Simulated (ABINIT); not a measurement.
# MoS2 (P-3m1) in ABINIT: relaxation of cell and atoms with PBEsol

Aim: the relaxation of cell and atoms of MoS2 with PBEsol.

Program: ABINIT 10.8.3 (patched build). These are calculated values, not measurements. Logs are shortened: lines on timing, memory, paths and dates and some standing lists are left out, and cuts for length are marked. The log counts tension as positive stress, the text compression.

### 1 The crystal as given

The structure is trigonal, space group P-3m1 (No. 164). The conventional cell has a = 3.227 Å, b = 3.227 Å, c = 6.312 Å, α = 90.00°, β = 90.00°, γ = 120.00°. Mo (site symmetry -3m) is surrounded by 6 S at 2.42 Å. S (site symmetry 3m) is surrounded by 3 Mo at 2.42 Å.

Measurements of this composition are mostly on another form, of space group No. 194.

### 2 Relaxation of cell and atoms, PBEsol

Contents of run.abi:

```
# Pseudopotentials
pp_dirpath "./"
pseudos "Mo.GGA_PBE-JTH.xml, S.GGA_PBE-JTH.xml"

# Structure
acell 6.0990240984 6.0990240983 11.9288459328
rprim
     1.0000000000     0.0000000000     0.0000000000
    -0.5000000000     0.8660254038     0.0000000000
     0.0000000000     0.0000000000     1.0000000000
ntypat 2
znucl 42 16
natom 3
typat 1 2 2
xcart
     0.0000000000     0.0000000000     3.1562367100
     1.6137322810     0.9316887666     4.7007769989
    -0.0000000002     1.8633775335     1.6116964211 Angstrom
chkprim 0
chksymtnons 0
tolsym 1.0e-6

# Plane-wave basis
ecut 544.227725 eV
pawecutdg 40.0
pawxcdev 0

# k points
kptopt 1
ngkpt 9 9 4
nshiftk 1
shiftk 0.0 0.0 0.0

# Exchange and correlation
ixc -116133

# Bands and occupations
nband 17
occopt 3
tsmear 0.05 eV

# SCF cycle
nstep 100
tolvrs 1.0e-9

# Output
iomode 3
prtwf 0
prtden 0
prteig 0
prtebands 0

# Relaxation
ionmov 2
ntime 60
tolmxf 0.0005
optcell 2
dilatmx 1.08
ecutsm 0.5
```

Potentials or basis: JTH PAW PBE v2.0.

Started as:

```
abinit run.abi > log 2>&1
```

run.abo:

```text
.Version 10.8.3 of ABINIT
 Symmetries : space group P-3 m 1 (#164); Bravais hP (primitive hexag.)
================================================================================
 Values of the parameters that define the memory need of the present run
     intxc =       0    ionmov =       2      iscf =      17    lmnmax =      18
     lnmax =       6     mgfft =      54  mpssoang =       3    mqgrid =    3668
     natom =       3  nloc_mem =       2    nspden =       1   nspinor =       1
    nsppol =       1      nsym =      12    n1xccc =       1    ntypat =       2
    occopt =       3   xclevel =       2
       mpw =        2096          nfft =       48600          nkpt =          43
 PAW method is used; the additional fine FFT grid is defined by:
   mgfftf=        75    nfftf =    120000
================================================================================
================================================================================

--------------------------------------------------------------------------------
------------- Echo of variables that govern the present computation ------------
--------------------------------------------------------------------------------
 -outvars: echo values of preprocessed input variables --------
            acell      6.0990240984E+00  6.0990240983E+00  1.1928845933E+01 Bohr
              amu      9.59400000E+01  3.20660000E+01
          chkprim           0
      chksymtnons           0
          dilatmx      1.08000000E+00
             ecut      2.00000000E+01 Hartree
           ecutsm      5.00000000E-01 Hartree
           ionmov           2
              ixc     -116133
         kptrlatt        9    0    0      0    9    0      0    0    4
          kptrlen      4.77153837E+01
            natom           3
            nband          17
            ngfft          30      30      54
          ngfftdg          40      40      75
             nkpt          43
            nstep         100
             nsym          12
            ntime          60
           ntypat           2
           occopt           3
          optcell           2
        pawecutdg      4.00000000E+01 Hartree
         pawxcdev           0
           prtden           0
        prtebands           0
           prteig           0
            prtwf           0
            rprim      1.0000000000E+00  0.0000000000E+00  0.0000000000E+00
                      -5.0000000000E-01  8.6602540380E-01  0.0000000000E+00
                       0.0000000000E+00  0.0000000000E+00  1.0000000000E+00
          spgroup         164
           tolmxf      5.00000000E-04
           tolsym      1.00000000E-06
           tolvrs      1.00000000E-09
           tsmear      1.83746611E-03 Hartree
            typat      1  2  2
           useylm           1
           xangst      0.0000000000E+00  0.0000000000E+00  3.1562367100E+00
                       1.6137322797E+00  9.3168876610E-01  4.7007769989E+00
                       1.7638868755E-11  1.8633775322E+00  1.6116964211E+00
            xcart      0.0000000000E+00  0.0000000000E+00  5.9644229704E+00
                       3.0495120492E+00  1.7606366025E+00  8.8831811069E+00
                       3.3332631118E-11  3.5212732050E+00  3.0456648340E+00
             xred      0.0000000000E+00  0.0000000000E+00  5.0000000034E-01
                       6.6666666667E-01  3.3333333333E-01  7.4468068051E-01
                       3.3333333333E-01  6.6666666667E-01  2.5531932017E-01
            znucl       42.00000   16.00000

================================================================================

 chkinp: Checking input parameters for consistency.

================================================================================
== DATASET  1 ==================================================================

--- !DatasetInfo
iteration_state: {dtset: 1, }
dimensions: {natom: 3, nkpt: 43, mband: 17, nsppol: 1, nspinor: 1, nspden: 1, mpw: 2096, }
cutoff_energies: {ecut:  20.0, pawecutdg:  40.0, }
electrons: {nelect:   2.60000000E+01, charge:   0.00000000E+00, occopt:   3.00000000E+00, tsmear:   1.83746611E-03, }
meta: {optdriver: 0, ionmov: 2, optcell: 2, iscf: 17, paral_kgb: 0, }
...

 Real(R)+Recip(G) space primitive vectors, cartesian coordinates (Bohr,Bohr^-1):
 R(1)=  6.0990241  0.0000000  0.0000000  G(1)=  0.1639607  0.0946627  0.0000000
 R(2)= -3.0495120  5.2819098  0.0000000  G(2)=  0.0000000  0.1893255  0.0000000
 R(3)=  0.0000000  0.0000000 11.9288459  G(3)=  0.0000000  0.0000000  0.0838304
 Unit cell volume ucvol=  3.8428175E+02 bohr^3
 Angles (23,13,12)=  9.00000000E+01  9.00000000E+01  1.20000000E+02 degrees

 Coarse grid specifications (used for wave-functions):

 getcut: wavevector=  0.0000  0.0000  0.0000  ngfft=  30  30  54
         ecut(hartree)=     23.328   => boxcut(ratio)=   2.08205

 Fine grid specifications (used for densities):

 getcut: wavevector=  0.0000  0.0000  0.0000  ngfft=  40  40  75
         ecut(hartree)=     46.656   => boxcut(ratio)=   2.01750

--- Pseudopotential description ------------------------------------------------
- pspini: atom type   1  psp file is ./Mo.GGA_PBE-JTH.xml
 Pseudopotential format is: paw10
 basis_size (lnmax)=  6 (lmn_size= 18), orbitals=   0   0   1   1   2   2
 Spheres core radius: rc_sph= 2.20740211
 Shapefunction is SIN type: shapef(r)=[sin(pi*r/rshp)/(pi*r/rshp)]**2
 Radius for shape functions =  1.91008465
 Compensation charge density is not taken into account in XC energy/potential

- pspini: atom type   2  psp file is ./S.GGA_PBE-JTH.xml
 Pseudopotential format is: paw10
 basis_size (lnmax)=  4 (lmn_size=  8), orbitals=   0   0   1   1
 Spheres core radius: rc_sph= 1.90380259
 Shapefunction is SIN type: shapef(r)=[sin(pi*r/rshp)/(pi*r/rshp)]**2
 Radius for shape functions =  1.40128485
 Compensation charge density is not taken into account in XC energy/potential

   8.88596673E+02                                ecore*ucvol(ha*bohr**3)
--------------------------------------------------------------------------------

================================================================================

=== [ionmov= 2] Broyden-Fletcher-Goldfarb-Shanno method (forces)
================================================================================

--- Iteration: ( 1/60) Internal Cycle: (1/1)
--------------------------------------------------------------------------------

---SELF-CONSISTENT-FIELD CONVERGENCE--------------------------------------------

--- !BeginCycle
iteration_state: {dtset: 1, itime: 1, icycle: 1, }
solver: {iscf: 17, nstep: 100, nline: 4, wfoptalg: 10, }
tolerances: {tolvrs: 1.00E-09, }
...
[... 1363 lines left out ...]
  5.95970396753122E+00  0.00000000000000E+00  0.00000000000000E+00
 -2.97985198371675E+00  5.16125503492507E+00  0.00000000000000E+00
  0.00000000000000E+00  0.00000000000000E+00  1.13752116579874E+01
 Unitary Cell Volume (ucvol) [Bohr^3]=  3.49896415745716E+02
 Angles (23,13,12)= [degrees]
  9.00000000000000E+01  9.00000000000000E+01  1.19999999999554E+02
 Lengths [Bohr]
  5.95970396753122E+00  5.95970396751382E+00  1.13752116579874E+01
 Stress tensor in cartesian coordinates (strten) [Ha/bohr^3]
 -5.21932313493623E-07 -6.87003928196298E-14  0.00000000000000E+00
 -6.87003928196298E-14 -5.21932336322584E-07  0.00000000000000E+00
  0.00000000000000E+00  0.00000000000000E+00 -2.68000363842953E-06
 Total energy (etotal) [Ha]= -8.95257156081697E+01

 Difference of energy with previous step (new-old):
           Absolute (Ha)=-3.56190E-05
           Relative     =-3.97863E-07

 At Broyd/MD step  13, gradients are converged :
  max grad (force/stress) = 2.6800E-04 < tolmxf= 5.0000E-04 ha/bohr (free atoms)

================================================================================

 ----iterations are completed or convergence reached----

 Mean square residual over all n,k,spin=   10.902E-11; max=  76.196E-09
 reduced coordinates (array xred) for    3 atoms
      -0.000000000000     -0.000000000000      0.500000000338
       0.666666666667      0.333333333333      0.762325534977
       0.333333333333      0.666666666667      0.237674465700
 rms dE/dt=  4.9110E-04; max dE/dt=  1.0418E-03; dE/dt below (all hartree)
    1       0.000000000000      0.000000000000      0.000000000000
    2      -0.000000000000      0.000000000000      0.001041773652
    3      -0.000000000000      0.000000000000     -0.001041773652

 cartesian coordinates (angstrom) at end:
    1     -0.00000000000000    -0.00000000000000     3.00975138929742
    2      1.57686976061171     0.91040618076261     4.58882067288188
    3      0.00000000001724     1.82081236152521     1.43068210571297

 cartesian forces (hartree/bohr) at end:
    1     -0.00000000000000     0.00000000000000    -0.00000000000000
    2      0.00000000000000     0.00000000000000    -0.00009158279281
    3      0.00000000000000    -0.00000000000000     0.00009158279281
 frms,max,avg= 4.3172543E-05 9.1582793E-05   0.000E+00  0.000E+00  0.000E+00 h/b

 cartesian forces (eV/Angstrom) at end:
    1     -0.00000000000000     0.00000000000000    -0.00000000000000
    2      0.00000000000000     0.00000000000000    -0.00470937655491
    3      0.00000000000000    -0.00000000000000     0.00470937655491
 frms,max,avg= 2.2200214E-03 4.7093766E-03   0.000E+00  0.000E+00  0.000E+00 e/A
 length scales=  5.959703967531  5.959703967514 11.375211657987 bohr
              =  3.153739521206  3.153739521197  6.019502774521 angstroms
 Fermi (or HOMO) energy (hartree) =   0.32749   Average Vxc (hartree)=  -0.41066
 Eigenvalues (hartree) for nkpt=  43  k points:
 kpt#   1, nband= 17, wtk=  0.00309, kpt=  0.0000  0.0000  0.0000 (reduced coord)
  -1.93856   -0.98701   -0.98221   -0.98221   -0.23095   -0.16900    0.06339    0.18514
   0.18514    0.27032    0.27144    0.29467    0.29467    0.32555    0.32555    0.44280
   0.44280
      occupation numbers for kpt#   1
   2.00000    2.00000    2.00000    2.00000    2.00000    2.00000    2.00000    2.00000
   2.00000    2.00000    2.00000    2.00000    2.00000    1.48376    1.48376    0.00000
   0.00000
 prteigrs : prtvol=0 or 1, do not print more k-points.

--- !EnergyTerms
iteration_state     : {dtset: 1, itime: 13, icycle: 1, }
comment             : Components of total free energy in Hartree
kinetic             :  1.85924684682281E+01
hartree             :  2.64367863571127E+01
xc                  : -1.11901314521150E+01
Ewald energy        : -6.23702010071486E+01
psp_core            :  2.53959924419741E+00
local_psp           : -7.61847863970256E+01
PAW spherical_terms :  1.26508619655351E+01
internal            : -8.95254028212159E+01
'-kT*entropy'       : -3.15821878621155E-04
total_energy        : -8.95257186430945E+01
total_energy_eV     : -2.43611890894627E+03
...

--- !EnergyTermsDC
iteration_state     : {dtset: 1, itime: 13, icycle: 1, }
comment             : '"Double-counting" decomposition of free energy'
band_energy         : -7.80683237538130E+00
Ewald energy        : -6.23702010071486E+01
psp_core            :  2.53959924419741E+00
xc_dc               : -2.49993607767750E+01
PAW spherical_terms :  3.11139512881630E+00
internal            : -8.95253997862911E+01
'-kT*entropy'       : -3.15821878621155E-04
total_energy_dc     : -8.95257156081697E+01
total_energy_dc_eV  : -2.43611882636176E+03
...

--- !EnergyTermsWithPAWCore
iteration_state     : {dtset: 1, itime: 13, icycle: 1, }
comment             : 'Components of total free energy, including PAW core contributions'
Total energy        : -4.84408101143327E+03
Total energy DC     : -4.84408100839834E+03
Total energy (eV)   : -1.31814159408933E+05
Total energy DC (eV): -1.31814159326348E+05
...

 rms coord change=  8.3179E-03   atom, delta coord (reduced):
     1       -0.000000000000     -0.000000000000      0.000000000000
     2       -0.000000000000      0.000000000000      0.017644854471
     3        0.000000000000     -0.000000000000     -0.017644854471

 Cartesian components of stress tensor (hartree/bohr^3)
  sigma(1 1)= -5.21932313E-07  sigma(3 2)=  0.00000000E+00
  sigma(2 2)= -5.21932336E-07  sigma(3 1)=  0.00000000E+00
  sigma(3 3)= -2.68000364E-06  sigma(2 1)= -6.87003928E-14

-Cartesian components of stress tensor (GPa)         [Pressure=  3.6520E-02 GPa]
- sigma(1 1)= -1.53557788E-02  sigma(3 2)=  0.00000000E+00
- sigma(2 2)= -1.53557795E-02  sigma(3 1)=  0.00000000E+00
- sigma(3 3)= -7.88484293E-02  sigma(2 1)= -2.02123534E-09

== END DATASET(S) ==============================================================
================================================================================

 -outvars: echo values of variables after computation  --------
            acell      5.9597039675E+00  5.9597039675E+00  1.1375211658E+01 Bohr
           etotal     -8.9525715608E+01
            fcart     -3.0120570170E-29  5.2170357887E-29 -0.0000000000E+00
                       1.5060285085E-29  7.8255536830E-29 -9.1582792813E-05
                       1.5060285085E-29 -1.3042589472E-28  9.1582792813E-05
            rprim      1.0000000000E+00  0.0000000000E+00  0.0000000000E+00
                      -4.9999999999E-01  8.6602540379E-01  0.0000000000E+00
                       0.0000000000E+00  0.0000000000E+00  1.0000000000E+00
           strten     -5.2193231349E-07 -5.2193233632E-07 -2.6800036384E-06
                       0.0000000000E+00  0.0000000000E+00 -6.8700392820E-14
           xangst     -9.9320124695E-29 -4.9337846781E-29  3.0097513893E+00
                       1.5768697606E+00  9.1040618076E-01  4.5888206729E+00
                       1.7236155215E-11  1.8208123615E+00  1.4306821057E+00
             xred     -4.0525015765E-29 -1.8064408255E-29  5.0000000034E-01
                       6.6666666667E-01  3.3333333333E-01  7.6232553498E-01
                       3.3333333333E-01  6.6666666667E-01  2.3767446570E-01
 Calculation completed.
```

It took 11 min on 1 thread of Arm Neoverse V2, shared host; peak memory 0.16 GiB.

Results:

- Free energy: -2436.1188 eV
- Relaxed volume: 17.28 Å³/atom
- Relaxed cell: a = 3.154 Å, b = 3.154 Å, c = 6.020 Å, α = 90.00°, β = 90.00°, γ = 120.00°
- Space group after relaxing (to 0.05 Å): P-3m1 (No. 164)
- Energy gained by relaxing: 17.1 meV/atom
- Ionic steps: 13
- Pressure after relaxing: 0.0 GPa
- Largest force after relaxing: 0.005 eV/Å
- Band gap on the k mesh: none (metal or under the smearing width)
- Valence electrons inside the program's atomic spheres: Mo 11.27; S 3.57

Forces on the atoms (eV/Å):
```
Mo   0.000  0.000  0.000
S    0.000  0.000 -0.005
S    0.000  0.000  0.005
```

The path:
| step | energy change (eV) | largest force (eV/Å) | pressure (GPa) | volume (Å³) |
| --- | --- | --- | --- | --- |
| 1 | 0.0000 | 0.0465 | -3.19 | 56.94 |
| 2 | -0.0124 | 0.1698 | -2.01 | 56.39 |
| 3 | -0.0319 | 0.4001 | 0.96 | 54.90 |
| 4 | -0.0378 | 0.3432 | 1.16 | 54.56 |
| 5 | -0.0453 | 0.0914 | 0.33 | 54.24 |
| 6 | -0.0456 | 0.0343 | 0.00 | 54.27 |
| 7 | -0.0456 | 0.0227 | -0.10 | 54.29 |
| 8 | -0.0458 | 0.0008 | -0.32 | 54.30 |
| 9 | -0.0462 | 0.0272 | -0.59 | 54.24 |
| 10 | -0.0476 | 0.0892 | -1.18 | 53.82 |
| 11 | -0.0490 | 0.1261 | -1.39 | 53.06 |
| 12 | -0.0504 | 0.0898 | -0.96 | 52.64 |
| 13 | -0.0514 | 0.0047 | 0.04 | 51.85 |

Final structure:
```
Mo S
1.0
     3.15374    0.00000    0.00000
    -1.57687    2.73122    0.00000
     0.00000    0.00000    6.01950
Mo S
1 2
Cartesian
  0.0000 0.0000 3.0098
  1.5769 0.9104 4.5888
  0.0000 1.8208 1.4307
```

Caveat: the PAW data sets were made with another functional, which shifts forces and pressure a little; this functional lacks dispersion, which binds the layers, so the pressure and a relaxed spacing across them are unreliable.
